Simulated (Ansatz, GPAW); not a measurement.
This is a calculation of Li (Lithium) for Ansatz 0.2.0. 

File input.yaml:

```yaml
crystal:
  lattice:
    - [-1.75465, 1.75465, 1.75465]
    - [1.75465, -1.75465, 1.75465]
    - [1.75465, 1.75465, -1.75465]
  atoms:
    - { symbol: Li, position: [0.0, 0.0, 0.0] }
kpoints:
  mp_grid: { grid: [11, 11, 11] }
scf:
  occupations: { method: gaussian, width: 0.027 }
hamiltonian:
  xc: pbe
  pseudopotentials: { kind: all_electron, lapw: { basis_error: 0.001 } }
output:
  forces: true
  stress: true
  eigenvalues: true
```

Potentials or basis: all-electron LAPW, scalar-relativistic.

Run with:

```bash
$ ansatz run input.yaml --threads 1 --pin off --max-ram 3072MiB --backend cpu --events-out ev --progress --plain --runs-dir out
```

**Question.** What does the same run look like in GPAW 26.7.0 (ASE script)? Potentials or basis there: GPAW PAW data sets (gpaw-data 1.2.1), cutoff 800 eV.

**Answer.** As run (cutoffs and basis follow the program's own potentials, and thresholds, step limits or extra output files can differ):

Contents of run.py:

```python
from ase.dft.bandgap import bandgap
from ase.io import read, write
from ase.units import GPa
from gpaw import GPAW, PW

atoms = read('Li.xyz')

calc = GPAW(mode=PW(800),
            xc='PBE',
            kpts={'size': (11, 11, 11), 'gamma': True},
            occupations={'name': 'methfessel-paxton', 'order': 0, 'width': 0.027000000000000003},
            nbands=6,
            convergence={'density': 1e-05, 'energy': 1e-05},
            maxiter=150,
            txt='gpaw.txt')
atoms.calc = calc
energy = atoms.get_potential_energy()
forces = atoms.get_forces()
stress = atoms.get_stress()
calc.write('gs.gpw')
write('result.traj', atoms)
print(f'Energy: {energy:.6f} eV')
print('Forces (eV/A):')
print(forces.round(4))
print('Stress (GPa):', (stress / GPa).round(3))
print('Fermi level:', round(calc.get_fermi_level(), 4), 'eV')
print(f'Gap: {bandgap(calc)[0]:.4f} eV, direct: {bandgap(calc, direct=True)[0]:.4f} eV')
```

Li.xyz

```xyz
1
Lattice="-1.7546500000 1.7546500000 1.7546500000 1.7546500000 -1.7546500000 1.7546500000 1.7546500000 1.7546500000 -1.7546500000" Properties=species:S:1:pos:R:3 pbc="T T T"
Li     0.0000000000      0.0000000000      0.0000000000
```

Potentials or basis: GPAW PAW data sets (gpaw-data 1.2.1), pw.

Run with:

```bash
$ OMP_NUM_THREADS=1 python run.py
```

Both were run:

|  | Ansatz | GPAW |
| --- | --- | --- |
| Pressure | -0.8 GPa | -0.8 GPa |

Where Ansatz's input types no cutoff or centring, it takes its own default and a Γ-centred mesh.

Pressure is positive in compression.
